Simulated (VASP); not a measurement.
## BeTe: relaxation of the atoms with r2SCAN

Crystal: BeTe.

```
Be Te
1.0
     0.00000    2.81208    2.81208
     2.81208    0.00000    2.81208
     2.81208    2.81208    0.00000
Be Te
1 1
Direct
  0.00000 0.00000 0.00000
  0.25000 0.25000 0.25000
```

The cell isn't the ideal one: a relaxed cell with its volume scaled by 0.98.

```json
{"Program": "VASP 6.6.1", "Task": "relaxation of the atoms", "Functional": "r2SCAN", "Potentials or basis": "VASP PAW PBE potentials, release 64 (Be, Te)", "Cutoff": "600 eV", "k mesh": "8 × 8 × 8", "Occupations": "gaussian, width 0.03 eV", "Spin": "no spin polarisation", "Further INCAR settings": "ALGO = Normal; EDIFF = 1e-07; IBRION = 2; EDIFFG = -0.01; NSW = 40"}
```

* Pressure after relaxing: 1.3 GPa
* Band gap on the k mesh: 2.32 eV, indirect (least direct gap 4.01 eV)

Final structure:
```
CELL_PARAMETERS angstrom
0.00000 2.81208 2.81208
2.81208 0.00000 2.81208
2.81208 2.81208 0.00000
ATOMIC_POSITIONS crystal
Be 0.00000 0.00000 0.00000
Te 0.25000 0.25000 0.25000
```

Levels at points of the mesh, in eV from the valence-band top:
```csv
k point,band 2,band 3,band 4,band 5,band 6,band 7
"(0.00, 0.00, 0.00)",0.00,0.00,0.00,4.01,4.01,4.01
"(0.50, 0.00, 0.00)",-5.79,-1.18,-1.18,3.56,5.01,5.01
"(0.50, 0.50, 0.00)",-5.37,-2.76,-2.76,2.32,2.98,10.60
```

Wall time 49 s on 1 thread of Intel(R) Xeon(R) Platinum 8488C (Sapphire Rapids) (shared host), peak memory 0.19 GiB.

Caveat: the relaxation stopped at its first step, so nothing moved; the PAW data sets were made with another functional, which shifts forces and pressure a little; spin-orbit coupling is left out, which moves the levels of the heavy elements. A k mesh can miss the band edges.
